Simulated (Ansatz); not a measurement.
Born–Oppenheimer molecular dynamics of a periodic cell of 16 atoms, MgO (host MgO, host structure Fm-3m). It starts from a structure without forces on its atoms.

Computed with Ansatz 0.2.0, DFT PBE-D3(BJ), scalar-relativistic, plane waves, PAW. Settings: accuracy low, cutoff 420 eV, k mesh 2x2x2, fermi-dirac smearing 0.05 eV, no spin polarisation.

```
ensemble        : NVT, Langevin thermostat
time step       : 1 fs
steps asked     : 160
set temperature : 900 K
friction        : 0.01 /fs
seed            : 547468
```

Frames 5 fs apart, positions in Å, forces in eV/Å.

Velocities at 30.0 fs (Å/ps):

```
Mg 3.11 7.49 8.05
O -3.81 6.44 -0.40
Mg -1.03 1.69 2.08
O 4.33 1.45 -2.00
Mg -0.66 -7.05 3.14
O -0.90 5.79 -6.45
Mg -0.79 0.30 4.10
O -13.23 -7.91 1.73
Mg -3.94 -7.09 2.82
O -6.52 -7.70 9.37
Mg -4.94 0.90 -6.63
O 0.28 -16.40 -0.47
Mg 1.53 -3.29 3.06
O 9.28 4.36 -0.82
Mg -0.64 -1.76 -4.29
O 4.97 5.82 0.79
```

```xyz
16
Lattice="0.0000 4.2251 4.2251 4.2251 0.0000 4.2251 4.2251 4.2251 0.0000" Properties=species:S:1:pos:R:3:forces:R:3 time_fs=30.0 energy_less_start_eV=1.291 T=655
Mg 0.087 0.004 0.147 -0.53 -0.70 -0.33
O 2.073 2.092 2.048 0.17 -0.35 0.60
Mg 2.121 2.023 -0.134 0.03 1.04 0.60
O 4.198 4.115 2.225 0.37 1.14 -1.15
Mg 2.236 0.102 2.276 -1.00 -1.52 -1.07
O 4.173 2.023 4.290 -0.05 0.06 -0.89
Mg 4.099 2.151 2.213 1.19 -0.69 -0.89
O 6.407 4.120 4.281 -0.38 0.88 -0.49
Mg -0.021 2.099 2.060 -0.35 0.25 0.15
O 2.121 4.281 4.063 -0.49 -0.88 1.29
Mg 2.037 4.158 2.132 -0.08 0.47 -1.18
O 4.225 6.400 4.072 0.12 -0.45 0.68
Mg 2.060 2.068 4.225 -0.04 0.48 0.70
O 4.155 4.191 6.106 0.50 0.52 1.72
Mg 4.214 4.251 4.174 -0.02 -0.16 0.30
O 6.207 6.349 6.288 0.55 -0.10 -0.03
16
Lattice="0.0000 4.2251 4.2251 4.2251 0.0000 4.2251 4.2251 4.2251 0.0000" Properties=species:S:1:pos:R:3:forces:R:3 time_fs=35.0 energy_less_start_eV=1.158 T=738
Mg 0.097 0.035 0.187 -0.53 -1.26 -0.81
O 2.063 2.122 2.053 0.26 -0.86 0.57
Mg 2.118 2.036 -0.114 0.19 0.46 0.66
O 4.226 4.131 2.211 -0.06 0.93 -1.09
Mg 2.230 0.062 2.291 -0.68 -0.94 -1.35
O 4.164 2.050 4.258 -0.07 -0.24 -0.28
Mg 4.098 2.146 2.238 1.03 -0.67 -1.28
O 6.341 4.091 4.285 0.44 1.14 -0.53
Mg -0.053 2.066 2.064 0.10 0.70 0.32
O 2.087 4.234 4.117 -0.11 -0.24 0.53
Mg 2.014 4.162 2.098 -0.09 0.31 -0.18
O 4.232 6.314 4.082 -0.16 0.40 0.63
Mg 2.070 2.052 4.241 -0.46 0.70 0.35
O 4.199 4.233 6.123 -0.24 0.15 1.75
Mg 4.206 4.246 4.165 -0.21 -0.14 0.61
O 6.228 6.378 6.295 0.60 -0.43 0.11
16
Lattice="0.0000 4.2251 4.2251 4.2251 0.0000 4.2251 4.2251 4.2251 0.0000" Properties=species:S:1:pos:R:3:forces:R:3 time_fs=40.0 energy_less_start_eV=1.296 T=757
Mg 0.105 0.045 0.235 -0.57 -1.32 -1.54
O 2.060 2.127 2.057 0.18 -0.82 0.49
Mg 2.128 2.048 -0.085 0.18 0.01 0.66
O 4.261 4.143 2.190 -0.55 0.69 -0.66
Mg 2.220 0.019 2.298 -0.39 -0.31 -1.48
O 4.151 2.078 4.215 0.01 -0.49 0.63
Mg 4.103 2.133 2.261 0.79 -0.56 -1.67
O 6.294 4.073 4.275 0.95 1.24 -0.33
Mg -0.093 2.036 2.054 0.69 1.02 0.63
O 2.054 4.193 4.179 0.36 0.22 -0.05
Mg 1.994 4.172 2.063 -0.01 -0.01 0.55
O 4.240 6.233 4.100 -0.40 1.16 0.41
Mg 2.069 2.050 4.255 -0.66 0.73 -0.10
O 4.236 4.289 6.165 -0.79 -0.38 1.47
Mg 4.194 4.246 4.171 -0.31 -0.35 0.70
O 6.266 6.401 6.296 0.51 -0.82 0.29
16
Lattice="0.0000 4.2251 4.2251 4.2251 0.0000 4.2251 4.2251 4.2251 0.0000" Properties=species:S:1:pos:R:3:forces:R:3 time_fs=45.0 energy_less_start_eV=1.568 T=742
Mg 0.115 0.045 0.265 -0.87 -1.21 -2.22
O 2.064 2.125 2.068 0.09 -0.63 0.43
Mg 2.143 2.058 -0.040 0.05 -0.25 0.55
O 4.287 4.155 2.160 -0.95 0.35 0.19
Mg 2.199 -0.022 2.294 -0.15 0.31 -1.32
O 4.146 2.078 4.185 0.04 -0.33 1.42
Mg 4.119 2.103 2.275 0.51 -0.10 -1.89
O 6.262 4.062 4.269 1.12 1.28 -0.16
Mg -0.124 2.021 2.054 1.27 1.04 0.81
O 2.015 4.155 4.243 1.14 0.53 -0.41
Mg 1.970 4.192 2.038 0.44 -0.38 0.95
O 4.236 6.172 4.122 -0.44 1.70 0.31
Mg 2.068 2.060 4.265 -0.74 0.55 -0.46
O 4.273 4.337 6.241 -1.42 -0.97 0.85
Mg 4.177 4.240 4.183 -0.25 -0.69 0.64
O 6.313 6.416 6.310 0.17 -1.20 0.30
16
Lattice="0.0000 4.2251 4.2251 4.2251 0.0000 4.2251 4.2251 4.2251 0.0000" Properties=species:S:1:pos:R:3:forces:R:3 time_fs=50.0 energy_less_start_eV=1.780 T=629
Mg 0.117 0.028 0.276 -1.10 -0.92 -2.65
O 2.074 2.119 2.096 -0.05 -0.35 0.29
Mg 2.160 2.057 -0.001 -0.17 -0.27 0.51
O 4.312 4.170 2.140 -1.27 -0.03 0.79
Mg 2.171 -0.067 2.275 -0.02 0.99 -0.84
O 4.153 2.065 4.175 0.00 -0.01 1.73
Mg 4.139 2.062 2.262 0.14 0.65 -1.53
O 6.234 4.070 4.270 1.17 1.06 -0.08
Mg -0.142 2.018 2.058 1.86 0.75 0.92
O 2.004 4.139 4.305 1.55 0.50 -0.58
Mg 1.945 4.203 2.017 0.99 -0.66 1.20
O 4.219 6.129 4.147 -0.25 1.96 0.41
Mg 2.065 2.070 4.287 -0.66 0.23 -0.90
O 4.288 4.370 6.334 -1.70 -1.76 0.27
Mg 4.158 4.210 4.200 -0.12 -0.69 0.37
O 6.358 6.412 6.341 -0.35 -1.46 0.10
16
Lattice="0.0000 4.2251 4.2251 4.2251 0.0000 4.2251 4.2251 4.2251 0.0000" Properties=species:S:1:pos:R:3:forces:R:3 time_fs=55.0 energy_less_start_eV=1.650 T=803
Mg 0.092 -0.003 0.252 -1.05 -0.51 -2.39
O 2.078 2.110 2.122 -0.06 -0.07 0.21
Mg 2.173 2.055 0.038 -0.57 -0.24 0.33
O 4.325 4.170 2.126 -1.46 -0.24 1.05
Mg 2.142 -0.112 2.247 -0.07 1.47 -0.29
O 4.168 2.050 4.207 -0.09 0.35 1.15
Mg 4.159 2.021 2.219 -0.12 1.41 -0.59
O 6.228 4.095 4.272 0.95 0.74 0.03
Mg -0.141 2.034 2.073 2.16 0.19 0.84
O 2.000 4.142 4.354 1.67 0.27 -0.72
Mg 1.922 4.196 2.011 1.38 -0.63 1.27
O 4.199 6.130 4.170 0.05 1.63 0.65
Mg 2.072 2.079 4.296 -0.51 -0.08 -1.04
O 4.273 4.370 6.435 -1.48 -2.30 -0.28
Mg 4.132 4.181 4.222 0.13 -0.47 -0.11
O 6.396 6.391 6.373 -0.95 -1.53 -0.10
16
Lattice="0.0000 4.2251 4.2251 4.2251 0.0000 4.2251 4.2251 4.2251 0.0000" Properties=species:S:1:pos:R:3:forces:R:3 time_fs=60.0 energy_less_start_eV=1.294 T=1042
Mg 0.048 -0.047 0.199 -0.70 0.00 -1.52
O 2.077 2.107 2.147 0.00 0.02 0.17
Mg 2.183 2.041 0.076 -1.04 -0.02 0.15
O 4.311 4.162 2.112 -1.36 -0.32 1.12
Mg 2.108 -0.144 2.220 -0.15 1.56 0.30
O 4.186 2.034 4.250 -0.14 0.70 0.59
Mg 4.187 1.990 2.171 -0.30 1.62 0.23
O 6.246 4.129 4.273 0.44 0.35 0.18
Mg -0.134 2.055 2.107 2.27 -0.31 0.52
O 2.022 4.151 4.390 1.29 0.06 -0.81
Mg 1.925 4.179 2.025 1.38 -0.42 1.09
O 4.189 6.175 4.213 0.29 0.80 0.71
Mg 2.081 2.095 4.294 -0.23 -0.52 -0.95
O 4.243 4.333 6.537 -0.89 -2.15 -0.98
Mg 4.102 4.151 4.248 0.61 -0.18 -0.54
O 6.423 6.346 6.407 -1.47 -1.20 -0.26
16
Lattice="0.0000 4.2251 4.2251 4.2251 0.0000 4.2251 4.2251 4.2251 0.0000" Properties=species:S:1:pos:R:3:forces:R:3 time_fs=65.0 energy_less_start_eV=1.090 T=1178
Mg -0.007 -0.094 0.141 -0.27 0.71 -0.25
O 2.086 2.117 2.176 -0.03 -0.13 0.08
Mg 2.178 2.027 0.102 -1.42 0.13 -0.03
O 4.284 4.154 2.103 -1.05 -0.32 1.15
Mg 2.075 -0.157 2.200 -0.19 1.25 0.82
O 4.209 2.035 4.309 -0.19 0.76 0.05
Mg 4.204 1.978 2.116 -0.27 1.24 1.10
O 6.273 4.179 4.284 -0.15 -0.06 0.12
Mg -0.116 2.079 2.146 1.85 -0.69 0.20
O 2.060 4.149 4.417 0.66 0.00 -0.84
Mg 1.947 4.153 2.043 1.23 -0.01 0.94
O 4.178 6.246 4.263 0.45 -0.16 0.48
Mg 2.077 2.110 4.287 0.16 -0.90 -0.65
O 4.210 4.271 6.613 -0.35 -1.28 -1.91
Mg 4.071 4.125 4.275 1.17 -0.04 -0.83
O 6.424 6.279 6.451 -1.59 -0.50 -0.43
16
Lattice="0.0000 4.2251 4.2251 4.2251 0.0000 4.2251 4.2251 4.2251 0.0000" Properties=species:S:1:pos:R:3:forces:R:3 time_fs=70.0 energy_less_start_eV=1.241 T=1042
Mg -0.066 -0.148 0.089 0.09 1.65 1.12
O 2.099 2.128 2.197 -0.09 -0.44 0.01
Mg 2.147 2.011 0.127 -1.39 0.19 -0.26
O 4.242 4.138 2.101 -0.54 -0.23 1.16
Mg 2.045 -0.153 2.195 -0.17 0.81 1.00
O 4.225 2.041 4.382 -0.21 0.64 -0.48
Mg 4.212 1.976 2.069 -0.14 0.74 1.94
O 6.300 4.226 4.300 -0.77 -0.36 0.01
Mg -0.081 2.097 2.184 0.89 -0.99 -0.04
O 2.113 4.143 4.420 -0.26 0.04 -0.63
Mg 1.983 4.131 2.065 0.96 0.48 0.82
O 4.177 6.314 4.312 0.39 -1.19 -0.04
Mg 2.067 2.124 4.274 0.57 -1.15 -0.19
O 4.162 4.190 6.657 0.26 -0.16 -2.90
Mg 4.046 4.105 4.294 1.77 -0.07 -0.88
O 6.406 6.224 6.507 -1.34 0.05 -0.66
16
Lattice="0.0000 4.2251 4.2251 4.2251 0.0000 4.2251 4.2251 4.2251 0.0000" Properties=species:S:1:pos:R:3:forces:R:3 time_fs=75.0 energy_less_start_eV=1.557 T=870
Mg -0.112 -0.182 0.049 0.29 2.40 1.91
O 2.119 2.133 2.201 -0.23 -0.74 0.16
Mg 2.114 1.993 0.140 -1.14 0.22 -0.36
O 4.200 4.117 2.097 0.00 -0.01 1.30
Mg 2.030 -0.139 2.208 -0.20 0.33 0.80
O 4.240 2.050 4.451 -0.35 0.40 -0.95
Mg 4.224 1.987 2.043 0.03 0.30 2.47
O 6.297 4.264 4.313 -1.00 -0.59 -0.09
Mg -0.030 2.100 2.222 -0.14 -1.20 -0.21
O 2.143 4.144 4.422 -0.85 -0.09 -0.49
Mg 2.029 4.111 2.100 0.61 0.93 0.50
O 4.186 6.362 4.364 0.27 -2.01 -0.93
Mg 2.070 2.122 4.254 0.70 -1.12 0.41
O 4.116 4.119 6.654 0.65 0.62 -3.09
Mg 4.035 4.083 4.302 2.19 -0.03 -0.63
O 6.366 6.169 6.555 -0.84 0.58 -0.79
16
Lattice="0.0000 4.2251 4.2251 4.2251 0.0000 4.2251 4.2251 4.2251 0.0000" Properties=species:S:1:pos:R:3:forces:R:3 time_fs=80.0 energy_less_start_eV=1.749 T=721
Mg -0.145 -0.194 0.030 0.38 2.55 1.59
O 2.131 2.126 2.186 -0.29 -0.77 0.51
Mg 2.073 1.977 0.146 -0.58 0.23 -0.34
O 4.170 4.103 2.107 0.39 0.22 1.35
Mg 2.019 -0.117 2.223 -0.08 -0.11 0.51
O 4.252 2.072 4.500 -0.54 -0.14 -1.38
Mg 4.238 1.995 2.053 0.10 -0.06 2.53
O 6.287 4.304 4.321 -0.89 -0.88 -0.16
Mg 0.026 2.085 2.253 -0.96 -1.17 -0.27
O 2.168 4.145 4.436 -1.34 -0.27 -0.66
Mg 2.071 4.101 2.148 0.23 1.16 0.04
O 4.204 6.383 4.422 0.13 -2.15 -1.91
Mg 2.076 2.112 4.233 0.68 -0.88 0.99
O 4.072 4.063 6.589 0.98 1.07 -1.81
Mg 4.044 4.060 4.302 2.24 0.26 -0.14
O 6.323 6.122 6.599 -0.43 0.94 -0.86
16
Lattice="0.0000 4.2251 4.2251 4.2251 0.0000 4.2251 4.2251 4.2251 0.0000" Properties=species:S:1:pos:R:3:forces:R:3 time_fs=85.0 energy_less_start_eV=1.774 T=751
Mg -0.172 -0.189 0.029 0.50 2.07 0.91
O 2.120 2.103 2.188 -0.12 -0.53 0.61
Mg 2.037 1.965 0.156 -0.02 0.18 -0.30
O 4.155 4.088 2.140 0.59 0.37 1.11
Mg 2.001 -0.092 2.233 0.21 -0.45 0.20
O 4.248 2.088 4.530 -0.62 -0.86 -1.69
Mg 4.255 1.993 2.092 -0.08 -0.33 1.98
O 6.271 4.319 4.319 -0.61 -1.10 -0.08
Mg 0.069 2.057 2.276 -1.50 -0.84 -0.20
O 2.171 4.138 4.438 -1.36 -0.34 -0.80
Mg 2.113 4.108 2.196 -0.24 0.85 -0.24
O 4.222 6.377 4.458 -0.07 -1.74 -2.21
Mg 2.075 2.102 4.231 0.59 -0.59 1.33
O 4.032 4.016 6.497 1.19 1.37 -0.19
Mg 4.078 4.033 4.301 1.64 0.71 0.39
O 6.280 6.084 6.629 -0.12 1.22 -0.84
```

Of the whole run (160 fs, mean temperature of the second half 854 K): A run of 0.16 ps of so small a system gives no equilibrium averages. Limits of this set-up: coarse k mesh, low accuracy level.

Time of the run: 7.9 min on 1 thread of Arm Neoverse V2, with other jobs on the host, peak memory 0.49 GiB.
